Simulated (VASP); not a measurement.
Method: revTPSS meta-GGA, VASP's PBE PAW potentials (set 64) (plane waves; VASP).

VASP ran on this input.

### POSCAR
```
MgF2
1
    4.6200000000     0.0000000000     0.0000000000
    0.0000000000     4.6200000000     0.0000000000
    0.0000000000     0.0000000000     3.0500000000
Mg F
2 4
Direct
  0.0000000000   0.0000000000   0.0000000000
  0.5000000000   0.5000000000   0.5000000000
  0.3030000000   0.3030000000   0.0000000000
  0.8030000000   0.1970000000   0.5000000000
  0.1970000000   0.8030000000   0.5000000000
  0.6970000000   0.6970000000   0.0000000000
```

### KPOINTS
```
Automatic
0
gamma
5 5 7
```

**INCAR**
```
! general
SYSTEM  = MgF2
PREC    = Accurate
ENCUT   = 520
LREAL   = .FALSE.
LASPH   = .TRUE.

! electronic loop
EDIFF   = 1E-6
NELM    = 100
ALGO    = Normal
LMIXTAU = .TRUE.

! smearing
ISMEAR  = 0
SIGMA   = 0.05

! functional
METAGGA = RTPSS

! ions
IBRION  = 2
NSW     = 60
ISIF    = 3
EDIFFG  = -0.02

! output
LWAVE   = .FALSE.
LCHARG  = .FALSE.
```

POTCAR, in this order: Mg F (PBE.64 set). Program: vasp_std.

What VASP printed:

File OSZICAR:
```
       N       E                     dE             d eps       ncg     rms          rms(c)
DAV:   1     0.233892749603E+03    0.23389E+03   -0.18741E+04  1000   0.156E+03
DAV:   2    -0.296174575830E+02   -0.26351E+03   -0.25384E+03  1316   0.440E+02
DAV:   3    -0.425046058645E+02   -0.12887E+02   -0.12844E+02  1136   0.997E+01
DAV:   4    -0.426323797384E+02   -0.12777E+00   -0.12769E+00  1108   0.115E+01
DAV:   5    -0.426337546217E+02   -0.13749E-02   -0.13748E-02  1096   0.115E+00    0.860E+00
DAV:   6    -0.384557771208E+02    0.41780E+01   -0.11517E+02   960   0.154E+02    0.610E+00
DAV:   7    -0.408452993048E+02   -0.23895E+01   -0.16514E+00  1068   0.118E+01    0.433E+00
DAV:   8    -0.432777122011E+02   -0.24324E+01   -0.29504E+01  1124   0.404E+01    0.120E+01
DAV:   9    -0.407182179921E+02    0.25595E+01   -0.14910E+01  1132   0.309E+01    0.138E+00
DAV:  10    -0.408837715298E+02   -0.16555E+00   -0.79447E-01  1024   0.801E+00    0.185E+00
DAV:  11    -0.407178150645E+02    0.16596E+00   -0.26183E-01   960   0.484E+00    0.301E-01
DAV:  12    -0.408696206666E+02   -0.15181E+00   -0.59336E-02   960   0.259E+00    0.758E-02
DAV:  13    -0.408713975584E+02   -0.17769E-02   -0.12021E-02  1092   0.911E-01    0.306E-01
DAV:  14    -0.408756867226E+02   -0.42892E-02   -0.17537E-02  1056   0.110E+00    0.516E-02
DAV:  15    -0.408762576269E+02   -0.57090E-03   -0.33141E-04  1060   0.194E-01    0.222E-02
DAV:  16    -0.408762461032E+02    0.11524E-04   -0.78946E-05  1096   0.716E-02    0.554E-03
DAV:  17    -0.408762692024E+02   -0.23099E-04   -0.92929E-06  1036   0.330E-02    0.338E-03
DAV:  18    -0.408762741521E+02   -0.49497E-05   -0.10780E-06   620   0.139E-02    0.257E-03
DAV:  19    -0.408762733168E+02    0.83525E-06   -0.64948E-07   552   0.693E-03
   1 F= -.40876273E+02 E0= -.40876273E+02  d E =-.408763E+02
       N       E                     dE             d eps       ncg     rms          rms(c)
DAV:   1    -0.409303238772E+02   -0.54050E-01   -0.11165E+00  1052   0.991E+00    0.199E+00
DAV:   2    -0.408732481758E+02    0.57076E-01   -0.28669E-01  1076   0.428E+00    0.241E-01
DAV:   3    -0.408782802157E+02   -0.50320E-02   -0.55133E-03   976   0.833E-01    0.129E-01
DAV:   4    -0.408745118724E+02    0.37683E-02   -0.42985E-03  1024   0.722E-01    0.654E-02
DAV:   5    -0.408794017258E+02   -0.48899E-02   -0.20607E-03  1012   0.462E-01    0.154E-02
DAV:   6    -0.408794012076E+02    0.51826E-06   -0.74571E-05  1068   0.834E-02    0.622E-03
DAV:   7    -0.408794088640E+02   -0.76564E-05   -0.26364E-05  1012   0.479E-02    0.537E-03
DAV:   8    -0.408794318429E+02   -0.22979E-04   -0.73210E-06  1004   0.263E-02    0.446E-04
DAV:   9    -0.408794328149E+02   -0.97199E-06   -0.29917E-07   576   0.627E-03
   2 F= -.40879433E+02 E0= -.40879433E+02  d E =-.315950E-02
```

**OUTCAR**
```
------------------------ aborting loop because EDIFF is reached ----------------------------------------
  FORCE on cell =-STRESS in cart. coord.  units (eV):
  Direction    XX          YY          ZZ          XY          YZ          ZX
  --------------------------------------------------------------------------------------
  Total       -0.0662041     -0.0662041     -0.0902269      0.0000000      0.0000000      0.0000000
  in kB       -1.6077446     -1.6077446     -2.1911317      0.0000000      0.0000000      0.0000000
  external PRESSURE =      -1.8022069 kB  Pullay stress =       0.0000000 kB
  volume of cell :       65.97
      direct lattice vectors                 reciprocal lattice vectors
     4.639112591 -0.000000000  0.000000000     0.215558467  0.000000000  0.000000000
    -0.000000000  4.639112591  0.000000000     0.000000000  0.215558467  0.000000000
     0.000000000  0.000000000  3.065549792     0.000000000  0.000000000  0.326205760
 POSITION                                       TOTAL-FORCE (eV/Angst)
 -----------------------------------------------------------------------------------
      0.00000     -0.00000      0.00000        -0.000000     -0.000000     -0.000000
      2.31956      2.31956      1.53277        -0.000000     -0.000000     -0.000000
      1.40543      1.40543      0.00000         0.013320      0.013320     -0.000000
      3.72498      0.91413      1.53277         0.013320     -0.013320      0.000000
      0.91413      3.72498      1.53277        -0.013320      0.013320     -0.000000
      3.23369      3.23369      3.06555        -0.013320     -0.013320      0.000000
 -----------------------------------------------------------------------------------
    total drift:                                0.000000      0.000000      0.000000
  FREE ENERGIE OF THE ION-ELECTRON SYSTEM (eV)
  ---------------------------------------------------
  free  energy   TOTEN  =       -40.8794328149 eV

  energy  without entropy=      -40.8794328149  energy(sigma->0) =      -40.87943281

 reached required accuracy - stopping structural energy minimisation
```
(Selected blocks of OUTCAR.)

CONTCAR:
```
MgF2
   1.00000000000000
     4.6391125905673176   -0.0000000000000000    0.0000000000000000
    -0.0000000000000000    4.6391125905673176    0.0000000000000000
     0.0000000000000000    0.0000000000000000    3.0655497915261973
  Mg              F
     2     4
Direct
     0.0000000000000000    0.0000000000000000    0.0000000000000000
     0.5000000000000000    0.5000000000000000    0.5000000000000000
     0.3029513023793591    0.3029513023793591    0.0000000000000000
     0.8029513023793591    0.1970486976206409    0.5000000000000000
     0.1970486976206409    0.8029513023793591    0.5000000000000000
     0.6970486976206409    0.6970486976206409    1.0000000000000000
```

### OUTCAR
```
 val. band max:       -1.4318538407   @ k =   0.0000   0.0000   0.0000

 cond. band min:       5.7443294457   @ k =   0.0000   0.0000   0.0000


 Fermi energy:        -1.1536181526

 k-point     1 :       0.0000    0.0000    0.0000
  band No.  band energies     occupation
      1     -22.9224      2.00000
      2     -22.1547      2.00000
      3     -22.1547      2.00000
      4     -22.0691      2.00000
      5      -5.5387      2.00000
      6      -3.9254      2.00000
      7      -3.5387      2.00000
      8      -3.5387      2.00000
      9      -3.3548      2.00000
     10      -3.3229      2.00000
     11      -2.6680      2.00000
     12      -2.6680      2.00000
     13      -2.1702      2.00000
     14      -1.7567      2.00000
     15      -1.7567      2.00000
     16      -1.4319      2.00000
     17       5.7443      0.00000
     18      10.9491      0.00000
     19      10.9491      0.00000
     20      12.4993      0.00000

 k-point     2 :       0.2000    0.0000    0.0000
  band No.  band energies     occupation
      1     -22.8611      2.00000
      2     -22.2669      2.00000
      3     -22.1382      2.00000
      4     -22.0425      2.00000
      5      -5.3920      2.00000
      6      -3.9818      2.00000
      7      -3.8678      2.00000
      8      -3.3288      2.00000
      9      -3.2941      2.00000
     10      -2.9904      2.00000
     11      -2.7394      2.00000
     12      -2.6212      2.00000
     13      -2.2180      2.00000
     14      -2.0983      2.00000
     15      -1.7856      2.00000
     16      -1.5290      2.00000
     17       6.2457      0.00000
     18      10.2784      0.00000
     19      11.2110      0.00000
     20      12.6240      0.00000

 k-point     3 :       0.4000    0.0000    0.0000
  band No.  band energies     occupation
      1     -22.6958      2.00000
      2     -22.4746      2.00000
      3     -22.0967      2.00000
      4     -22.0545      2.00000
      5      -5.0186      2.00000
...
```

The compound is MgF2 in the rutile structure. This run relaxes it. Symmetry was kept, so distortions that lower it aren't found. The start is the result of an earlier pass.
